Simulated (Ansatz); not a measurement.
The elements of this relaxed trial crystal are hidden behind letters.

```
lattice vectors (Å)
   2.8447    0.0000    0.0000
   0.0000    2.8447    0.0000
   0.0000    0.0000    5.8332
fractional positions
X 0.5000 0.5000 0.7231
X 0.5000 0.5000 0.2769
Z 0.0000 0.0000 0.0000
```

All numbers below come from Ansatz, DFT PBE, scalar-relativistic, plane waves, PAW. Plane waves to 420 eV, a 12×12×6 mesh through Γ for the 3-atom cell and 0.10 eV Gaussian smearing; no spin polarisation.

| Property | Result |
| --- | --- |
| Space group | P4/mmm (No. 123) |
| Conventional cell | a = 2.845 Å, c = 5.833 Å |
| Volume per atom | 15.74 Å³ |
| Density | 4.13 g/cm³ |
| Energy over the elements | −0.11 eV/atom |
| Gap on the 12×12×6 mesh of the 3-atom cell | 0 eV (a metal) |

Energies are uncorrected and count from the elements' standard states at the same level.

Task: X is a p-block element of period 3 and Z is a d-block element of period 4. Which elements are they?

Result: X = Al, Z = Cu, so the formula is Al2Cu. Density times volume gives a mean mass of 4.13 × 15.74/1.6605 = 39.1 u per atom, and this set has 39.2 u. Among the elements that the hints allow, noble gases aside, only these give it. Al is surrounded by 4 Cu at 2.58 Å, 1 Al at 2.60 Å, 4 Al at 2.84 Å and 1 Al at 3.23 Å; around Cu lie 8 Al at 2.58 Å and 4 Cu at 2.84 Å.

A later test with randomly moved atoms came back to the same energy, though modes that don't fit the test's cell weren't probed. Another cell of the same search, in Fm-3m, lies 75 meV/atom lower, so this cell isn't the stable form at this level.
